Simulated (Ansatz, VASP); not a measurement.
**Two plane-wave programs on AlN**

```
Al N
1.0
     0.00000    2.13827    2.13827
     2.13827    0.00000    2.13827
     2.13827    2.13827    0.00000
Al N
1 1
Direct
  0.00000 0.00000 0.00000
  0.75000 0.75000 0.75000
```

Alike in both runs: functional PBE; k mesh 8 × 8 × 8; no spin polarisation.

Ansatz relaxed the structure, and its values are those at the end. VASP's run is a single point on that final structure, the one shown.

```csv
,VASP,Ansatz
version,VASP 6.6.1,Ansatz 0.2.0
potentials or method,"VASP PAW PBE potentials, release 64 (Al, N)","plane waves, PAW"
plane-wave cutoff (eV),520,420
occupations,"gaussian, width 0.01 eV",fixed
valence electrons in the cell,8,8
```

Ansatz gave:

| Property | Result |
| --- | --- |
| pressure (GPa) | 20.0 |

Problem. What did VASP give for the same quantities?

Solution. Pressure (GPa): 19.8.

Caveats: so large a pressure means that the cell lies far from this level's equilibrium, or that cutoff or potentials fall short (VASP). A k mesh can miss the band edges.
